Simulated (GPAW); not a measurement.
# Pd (Fm-3m) in GPAW: convergence with imaginary frequencies, part 2 of 2

GPAW 26.7.0. The steps go on from the part before.

### 7 With imaginary frequencies 24

Input file run.py:

```python
import numpy as np
import spglib
from ase import Atoms
from ase.io import read
from ase.units import Bohr, Ha
from gpaw import GPAW, PW
from gpaw.hybrids.energy import non_self_consistent_energy
from gpaw.xc.rpa import RPACorrelation

atoms = read('Pd.cif')
cell, positions, numbers = spglib.find_primitive(
    (atoms.cell[:], atoms.get_scaled_positions(), atoms.numbers), symprec=1e-4)
atoms = Atoms(numbers, cell=cell, scaled_positions=positions, pbc=True)

for x in [1.0]:
    ecuts = np.array([96.0, 120.0, 150])
    a = atoms.copy()
    a.set_cell(atoms.cell * x**(1 / 3), scale_atoms=True)
    calc = GPAW(mode=PW(400),
                xc='LDA',
                kpts={'size': (6, 6, 6), 'gamma': True},
                occupations={'name': 'fermi-dirac', 'width': 0.05},
                nbands=17,
                convergence={'density': 1e-06},
                maxiter=150,
                txt=f'gs-{x:.2f}.txt')
    a.calc = calc
    dft = a.get_potential_energy(force_consistent=True)
    calc.write(f'gs-{x:.2f}.gpw')
    exx = non_self_consistent_energy(calc, 'EXX').sum()
    calc.diagonalize_full_hamiltonian(nbands=int(a.get_volume() / Bohr**3 * (ecuts[-1] / Ha)**1.5 * 2**0.5 / 3 / np.pi**2 * 1.15) + 30)
    calc.write(f'full-{x:.2f}.gpw', mode='all')
    ec = RPACorrelation(f'full-{x:.2f}.gpw', ecut=ecuts, nfrequencies=24, skip_gamma=True, frequency_scale=2.5, txt=f'rpa-{x:.2f}.txt').calculate()
    slope, ec_inf = np.polyfit(ecuts**-1.5, ec, 1)
    print(f'V = {a.get_volume():.4f} A^3: DFT {dft:.5f}, EXX {exx:.5f}, correlation', *ec.round(5), f'extrapolated {ec_inf:.5f}, total {exx + ec_inf:.5f} eV', flush=True)
```

Pd.cif is that of step 6.

Potentials or basis: the program's PAW data sets (release 1.2.1) made for this functional, pw.

The run is started by

```console
> OMP_NUM_THREADS=1 python run.py
```

The log of the run:

```text
Using integrator: PointIntegrator
FrequencyDescriptor(from 0.000+0.000j to 0.000+800.000j eV, 24 points)
Nonperiodic BCs:  [False False False]
Using integrator: PointIntegrator
FrequencyDescriptor(from 0.000+0.000j to 0.000+800.000j eV, 24 points)
Nonperiodic BCs:  [False False False]
Integrating chi0 body.

Symmetries of q_c:
    Direct symmetries (Uq -> q): 8
    Indirect symmetries (TUq -> q): 0
In total 8 allowed symmetries.

  ( 1  0  0)  ( 1  0  0)  ( 1  0 -1)  ( 1  0 -1)  ( 0  1  0)  ( 0  1  0)
  ( 1  0 -1)  ( 0  1  0)  ( 1  0  0)  ( 0  1 -1)  ( 1  0  0)  ( 0  1 -1)
  ( 1 -1  0)  ( 0  0  1)  ( 1 -1  0)  ( 0  0 -1)  ( 0  0  1)  (-1  1  0)

  ( 0  1 -1)  ( 0  1 -1)
  ( 1  0 -1)  ( 0  1  0)
  ( 0  0 -1)  (-1  1  0)

48 groups of equivalent kpoints. 77.77777777777779% reduction.

Integral kind: hermitian response function
Integrating chi0 body.
[... 112 lines left out ...]
  ( 1  0  0)  ( 1  0  0)  ( 1  0  0)  ( 1  0  0)
  ( 1  0 -1)  ( 1 -1  0)  ( 0  1  0)  ( 0  0  1)
  ( 1 -1  0)  ( 1  0 -1)  ( 0  0  1)  ( 0  1  0)

75 groups of equivalent kpoints. 65.27777777777779% reduction.

Integral kind: hermitian response function
Integrating chi0 body.

Symmetries of q_c:
    Direct symmetries (Uq -> q): 4
    Indirect symmetries (TUq -> q): 0
In total 4 allowed symmetries.

  ( 1  0  0)  ( 0  1  0)  ( 0 -1  1)  (-1  0  1)
  ( 0  1  0)  ( 1  0  0)  (-1  0  1)  ( 0 -1  1)
  ( 0  0  1)  ( 0  0  1)  ( 0  0  1)  ( 0  0  1)

75 groups of equivalent kpoints. 65.27777777777779% reduction.

Integral kind: hermitian response function
Integrating chi0 body.

Symmetries of q_c:
    Direct symmetries (Uq -> q): 4
    Indirect symmetries (TUq -> q): 0
In total 4 allowed symmetries.

  ( 1  0  0)  ( 0  1  0)  ( 0 -1  1)  (-1  0  1)
  ( 0  1  0)  ( 1  0  0)  (-1  0  1)  ( 0 -1  1)
  ( 0  0  1)  ( 0  0  1)  ( 0  0  1)  ( 0  0  1)

75 groups of equivalent kpoints. 65.27777777777779% reduction.

Integral kind: hermitian response function
Integrating chi0 body.

Symmetries of q_c:
    Direct symmetries (Uq -> q): 4
    Indirect symmetries (TUq -> q): 0
In total 4 allowed symmetries.

  ( 1  0  0)  ( 0  1  0)  ( 0 -1  1)  (-1  0  1)
  ( 0  1  0)  ( 1  0  0)  (-1  0  1)  ( 0 -1  1)
  ( 0  0  1)  ( 0  0  1)  ( 0  0  1)  ( 0  0  1)

75 groups of equivalent kpoints. 65.27777777777779% reduction.

Integral kind: hermitian response function
Integrating chi0 body.

Symmetries of q_c:
    Direct symmetries (Uq -> q): 8
    Indirect symmetries (TUq -> q): 0
In total 8 allowed symmetries.

  ( 1  0  0)  ( 1  0  0)  ( 1  0 -1)  ( 1  0 -1)  ( 0  1  0)  ( 0  1  0)
  ( 1  0 -1)  ( 0  1  0)  ( 1  0  0)  ( 0  1 -1)  ( 1  0  0)  ( 0  1 -1)
  ( 1 -1  0)  ( 0  0  1)  ( 1 -1  0)  ( 0  0 -1)  ( 0  0  1)  (-1  1  0)

  ( 0  1 -1)  ( 0  1 -1)
  ( 1  0 -1)  ( 0  1  0)
  ( 0  0 -1)  (-1  1  0)
[... 159 lines left out ...]
  ( 1  0  0)  (-1  0  0)
  ( 0  1  0)  ( 0  0 -1)
  ( 0  0  1)  ( 0 -1  0)

114 groups of equivalent kpoints. 47.22222222222222% reduction.

Integral kind: hermitian response function
Integrating chi0 body.

Symmetries of q_c:
    Direct symmetries (Uq -> q): 4
    Indirect symmetries (TUq -> q): 0
In total 4 allowed symmetries.

  ( 1  0  0)  ( 0  1 -1)  ( 0 -1  1)  (-1  0  0)
  ( 0  1  0)  ( 0  1  0)  (-1  0  1)  (-1  0  1)
  ( 0  0  1)  (-1  1  0)  ( 0  0  1)  (-1  1  0)

75 groups of equivalent kpoints. 65.27777777777779% reduction.

Integral kind: hermitian response function
Integrating chi0 body.

Symmetries of q_c:
    Direct symmetries (Uq -> q): 4
    Indirect symmetries (TUq -> q): 0
In total 4 allowed symmetries.

  ( 1  0  0)  ( 0  1 -1)  ( 0 -1  1)  (-1  0  0)
  ( 0  1  0)  ( 0  1  0)  (-1  0  1)  (-1  0  1)
  ( 0  0  1)  (-1  1  0)  ( 0  0  1)  (-1  1  0)

75 groups of equivalent kpoints. 65.27777777777779% reduction.

Integral kind: hermitian response function
Integrating chi0 body.

Symmetries of q_c:
    Direct symmetries (Uq -> q): 4
    Indirect symmetries (TUq -> q): 0
In total 4 allowed symmetries.

  ( 1  0  0)  ( 0  1 -1)  ( 0 -1  1)  (-1  0  0)
  ( 0  1  0)  ( 0  1  0)  (-1  0  1)  (-1  0  1)
  ( 0  0  1)  (-1  1  0)  ( 0  0  1)  (-1  1  0)

75 groups of equivalent kpoints. 65.27777777777779% reduction.

Integral kind: hermitian response function
Integrating chi0 body.

Symmetries of q_c:
    Direct symmetries (Uq -> q): 2
    Indirect symmetries (TUq -> q): 0
In total 2 allowed symmetries.

  ( 1  0  0)  ( 1  0  0)
  ( 1  0 -1)  ( 0  1  0)
  ( 1 -1  0)  ( 0  0  1)

126 groups of equivalent kpoints. 41.666666666666664% reduction.

Integral kind: hermitian response function
Integrating chi0 body.
[... 68 lines left out ...]
Integral kind: hermitian response function
Integrating chi0 body.

Symmetries of q_c:
    Direct symmetries (Uq -> q): 16
    Indirect symmetries (TUq -> q): 0
In total 16 allowed symmetries.

  ( 1  0  0)  ( 1  0  0)  ( 1  0 -1)  ( 1  0 -1)  ( 0  1  0)  ( 0  1  0)
  ( 1  0 -1)  ( 0  1  0)  ( 1  0  0)  ( 0  1 -1)  ( 1  0  0)  ( 0  1 -1)
  ( 1 -1  0)  ( 0  0  1)  ( 1 -1  0)  ( 0  0 -1)  ( 0  0  1)  (-1  1  0)

  ( 0  1 -1)  ( 0  1 -1)  ( 0 -1  1)  ( 0 -1  1)  ( 0 -1  0)  ( 0 -1  0)
  ( 1  0 -1)  ( 0  1  0)  ( 0 -1  0)  (-1  0  1)  ( 0 -1  1)  (-1  0  0)
  ( 0  0 -1)  (-1  1  0)  ( 1 -1  0)  ( 0  0  1)  ( 1 -1  0)  ( 0  0 -1)

  (-1  0  1)  (-1  0  1)  (-1  0  0)  (-1  0  0)
  ( 0 -1  1)  (-1  0  0)  ( 0 -1  0)  (-1  0  1)
  ( 0  0  1)  (-1  1  0)  ( 0  0 -1)  (-1  1  0)

30 groups of equivalent kpoints. 86.11111111111111% reduction.

Integral kind: hermitian response function
Integrating chi0 body.

Symmetries of q_c:
    Direct symmetries (Uq -> q): 16
    Indirect symmetries (TUq -> q): 0
In total 16 allowed symmetries.

  ( 1  0  0)  ( 1  0  0)  ( 1  0 -1)  ( 1  0 -1)  ( 0  1  0)  ( 0  1  0)
  ( 1  0 -1)  ( 0  1  0)  ( 1  0  0)  ( 0  1 -1)  ( 1  0  0)  ( 0  1 -1)
  ( 1 -1  0)  ( 0  0  1)  ( 1 -1  0)  ( 0  0 -1)  ( 0  0  1)  (-1  1  0)

  ( 0  1 -1)  ( 0  1 -1)  ( 0 -1  1)  ( 0 -1  1)  ( 0 -1  0)  ( 0 -1  0)
  ( 1  0 -1)  ( 0  1  0)  ( 0 -1  0)  (-1  0  1)  ( 0 -1  1)  (-1  0  0)
  ( 0  0 -1)  (-1  1  0)  ( 1 -1  0)  ( 0  0  1)  ( 1 -1  0)  ( 0  0 -1)

  (-1  0  1)  (-1  0  1)  (-1  0  0)  (-1  0  0)
  ( 0 -1  1)  (-1  0  0)  ( 0 -1  0)  (-1  0  1)
  ( 0  0  1)  (-1  1  0)  ( 0  0 -1)  (-1  1  0)

30 groups of equivalent kpoints. 86.11111111111111% reduction.

Integral kind: hermitian response function
Integrating chi0 body.

Symmetries of q_c:
    Direct symmetries (Uq -> q): 16
    Indirect symmetries (TUq -> q): 0
In total 16 allowed symmetries.

  ( 1  0  0)  ( 1  0  0)  ( 1  0 -1)  ( 1  0 -1)  ( 0  1  0)  ( 0  1  0)
  ( 1  0 -1)  ( 0  1  0)  ( 1  0  0)  ( 0  1 -1)  ( 1  0  0)  ( 0  1 -1)
  ( 1 -1  0)  ( 0  0  1)  ( 1 -1  0)  ( 0  0 -1)  ( 0  0  1)  (-1  1  0)

  ( 0  1 -1)  ( 0  1 -1)  ( 0 -1  1)  ( 0 -1  1)  ( 0 -1  0)  ( 0 -1  0)
  ( 1  0 -1)  ( 0  1  0)  ( 0 -1  0)  (-1  0  1)  ( 0 -1  1)  (-1  0  0)
  ( 0  0 -1)  (-1  1  0)  ( 1 -1  0)  ( 0  0  1)  ( 1 -1  0)  ( 0  0 -1)

  (-1  0  1)  (-1  0  1)  (-1  0  0)  (-1  0  0)
  ( 0 -1  1)  (-1  0  0)  ( 0 -1  0)  (-1  0  1)
  ( 0  0  1)  (-1  1  0)  ( 0  0 -1)  (-1  1  0)

30 groups of equivalent kpoints. 86.11111111111111% reduction.

Integral kind: hermitian response function
Integrating chi0 body.

Symmetries of q_c:
    Direct symmetries (Uq -> q): 2
    Indirect symmetries (TUq -> q): 0
In total 2 allowed symmetries.

  ( 1  0  0)  ( 0  1  0)
  ( 0  1  0)  ( 1  0  0)
  ( 0  0  1)  ( 0  0  1)

126 groups of equivalent kpoints. 41.666666666666664% reduction.
[... 71 lines left out ...]
Integral kind: hermitian response function
Integrating chi0 body.

Symmetries of q_c:
    Direct symmetries (Uq -> q): 12
    Indirect symmetries (TUq -> q): 0
In total 12 allowed symmetries.

  ( 1  0  0)  ( 1  0  0)  ( 0  1  0)  ( 0  1  0)  ( 0  0  1)  ( 0  0  1)
  ( 0  1  0)  ( 0  0  1)  ( 1  0  0)  ( 0  0  1)  ( 1  0  0)  ( 0  1  0)
  ( 0  0  1)  ( 0  1  0)  ( 0  0  1)  ( 1  0  0)  ( 0  1  0)  ( 1  0  0)

  ( 0  0 -1)  ( 0  0 -1)  ( 0 -1  0)  ( 0 -1  0)  (-1  0  0)  (-1  0  0)
  ( 0 -1  0)  (-1  0  0)  ( 0  0 -1)  (-1  0  0)  ( 0  0 -1)  ( 0 -1  0)
  (-1  0  0)  ( 0 -1  0)  (-1  0  0)  ( 0  0 -1)  ( 0 -1  0)  ( 0  0 -1)

32 groups of equivalent kpoints. 85.18518518518519% reduction.

Integral kind: hermitian response function
Integrating chi0 body.

Symmetries of q_c:
    Direct symmetries (Uq -> q): 12
    Indirect symmetries (TUq -> q): 0
In total 12 allowed symmetries.

  ( 1  0  0)  ( 1  0  0)  ( 0  1  0)  ( 0  1  0)  ( 0  0  1)  ( 0  0  1)
  ( 0  1  0)  ( 0  0  1)  ( 1  0  0)  ( 0  0  1)  ( 1  0  0)  ( 0  1  0)
  ( 0  0  1)  ( 0  1  0)  ( 0  0  1)  ( 1  0  0)  ( 0  1  0)  ( 1  0  0)

  ( 0  0 -1)  ( 0  0 -1)  ( 0 -1  0)  ( 0 -1  0)  (-1  0  0)  (-1  0  0)
  ( 0 -1  0)  (-1  0  0)  ( 0  0 -1)  (-1  0  0)  ( 0  0 -1)  ( 0 -1  0)
  (-1  0  0)  ( 0 -1  0)  (-1  0  0)  ( 0  0 -1)  ( 0 -1  0)  ( 0  0 -1)

32 groups of equivalent kpoints. 85.18518518518519% reduction.

Integral kind: hermitian response function
Integrating chi0 body.

Symmetries of q_c:
    Direct symmetries (Uq -> q): 12
    Indirect symmetries (TUq -> q): 0
In total 12 allowed symmetries.

  ( 1  0  0)  ( 1  0  0)  ( 0  1  0)  ( 0  1  0)  ( 0  0  1)  ( 0  0  1)
  ( 0  1  0)  ( 0  0  1)  ( 1  0  0)  ( 0  0  1)  ( 1  0  0)  ( 0  1  0)
  ( 0  0  1)  ( 0  1  0)  ( 0  0  1)  ( 1  0  0)  ( 0  1  0)  ( 1  0  0)

  ( 0  0 -1)  ( 0  0 -1)  ( 0 -1  0)  ( 0 -1  0)  (-1  0  0)  (-1  0  0)
  ( 0 -1  0)  (-1  0  0)  ( 0  0 -1)  (-1  0  0)  ( 0  0 -1)  ( 0 -1  0)
  (-1  0  0)  ( 0 -1  0)  (-1  0  0)  ( 0  0 -1)  ( 0 -1  0)  ( 0  0 -1)

32 groups of equivalent kpoints. 85.18518518518519% reduction.

Integral kind: hermitian response function
```

Wall time 84 s (1 thread of AMD EPYC 7R43 (Zen 3), shared host); peak memory 0.22 GiB.

What came out:

| Item | Value |
| --- | --- |
| Free energy | -5.1914 eV |
| Band gap on the k mesh, mean-field level | none (metal or under the smearing width) |

### 8 Result

```
imaginary frequencies  energy less the tightest run, at zero smearing (meV/atom)  CPU time (s)  peak memory (GiB)
                    4                                                       0.00            98               0.21
                    6                                                       0.00            96               0.22
                    8                                                       0.00            93               0.22
                   12                                                       0.00            93               0.22
                   16                                                       0.00            85               0.22
                   24                                                       0.00            83               0.22
```

Against the tightest run, the energy stays within 1 meV/atom from 4 on. The tightest run that finished is the yardstick and may itself not be fully converged.

Caveats: all runs use coarse meshes; the response cutoff is short for absolute correlation energies; RPA of a metal hangs on this mesh.
